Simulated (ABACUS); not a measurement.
Input of an ABACUS 3.10.1 run:

Contents of INPUT:

```
INPUT_PARAMETERS
suffix              Tl
calculation         scf
basis_type          pw
pseudo_dir          ./
symmetry            1
dft_functional      pbe
ecutwfc             61
pseudo_rcut         10
nspin               1
nbands              11
ks_solver           dav
smearing_method     fd
smearing_sigma      0.00367493
scf_thr             1e-08
scf_nmax            100
mixing_type         broyden
mixing_beta         0.7
cal_force           1
cal_stress          1
out_chg             1
out_pot             2
out_elf             1
```

Contents of STRU:

```
ATOMIC_SPECIES
Tl 204.3800 Tl.upf

LATTICE_CONSTANT
1.8897261246

LATTICE_VECTORS
-1.9559951735 1.9559951735 1.9559951735
1.9559951735 -1.9559951735 1.9559951735
1.9559951735 1.9559951735 -1.9559951735

ATOMIC_POSITIONS
Direct

Tl
0.0
1
0.0000000000 0.0000000000 0.0000000000 1 1 1
```

File KPT:

```
K_POINTS
0
Gamma
10 10 10 0 0 0
```

Potentials or basis: PseudoDojo NC SR 0.4.1 PBE standard, plane waves.

The run is started by

```sh
$ OMP_NUM_THREADS=1 mpirun -np 4 abacus > log
```

(1) Predict the pressure.

(2) Predict the band gap on the k mesh.

Answers

(1) 1.3 GPa.

(2) none (metal or under the smearing width).
